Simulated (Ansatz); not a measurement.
Pb: energy along a strain

Pb, Fm-3m, a = 4.940 Å (as given, not relaxed at this level: 2.7 GPa). Ansatz: PBE, PAW, 420 eV, Γ-centred 16×16×16 mesh on 1 atom, Gaussian smearing 0.15 eV; no spin polarisation. Cell vectors (Å): 0.000 2.470 2.470; 2.470 0.000 2.470; 2.470 2.470 0.000. The cell is strained by x per cent times the pattern (1 -1 0 0 0 0) in the order xx yy zz yz xz xy (engineering shears), with fractional coordinates held. y is the free energy over the start, V0 = 30.131 Å³/atom. Symmetry makes y even in x.

```
x (%) y (meV/atom)
-6.00         13.21
-3.00          3.82
 0.00          0.00
 0.75          0.21
 1.50          0.88
 2.25          2.11
 3.75          5.87
 4.50             ?
 5.25         10.53
```

Q: Fit y = c2 x² + c4 x⁴ to the other rows, get the stiffness along the pattern, and predict the missing energy.

A: Least squares on the rows shown. y = 0.4405 x² − 0.002058 x⁴. The clamped-ion stiffness p·C·p = 2 × 4.405 eV × 160.2 / 30.131 Å³ = 47 GPa (second derivative at the start, which stands under stress). At x = 4.50 the fit asked for gives 8.08 meV/atom. The run gave 8.11 meV/atom, so the fit is 0.03 meV/atom too low, within the rms miss on the fitted rows (0.06 meV/atom).

Spin–orbit coupling is left out, which can shift energies with elements as heavy as these.